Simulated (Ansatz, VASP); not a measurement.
Zn in VASP and in Ansatz

```xyz
1
Lattice="-1.5301 1.5301 1.5301 1.5301 -1.5301 1.5301 1.5301 1.5301 -1.5301" Properties=species:S:1:pos:R:3 pbc="T T T"
Zn    0.0000    0.0000    0.0000
```

This isn't the form of Zn at room conditions, which is hcp.

Alike in both runs: task single point; functional PBEsol; k mesh 22 × 22 × 22; occupations gaussian, width 0.15 eV; no spin polarisation.

```csv
,VASP,Ansatz
version,VASP 6.6.1,Ansatz 0.2.0
potentials or method,"VASP PAW PBE potentials, release 64 (Zn)","scalar-relativistic, plane waves, PAW"
plane-wave cutoff (eV),520,520
valence electrons in the cell,12,12
```

```csv
,VASP,Ansatz,Ansatz less VASP
gap on the k mesh at the Fermi level (eV),none,none,-
pressure (GPa),0.5,0.0,-0.47
```

A gap of «none» marks a metal or a gap that the smearing closes.

Caveats: the PAW data sets were made with another functional, which shifts forces and pressure a little (VASP).
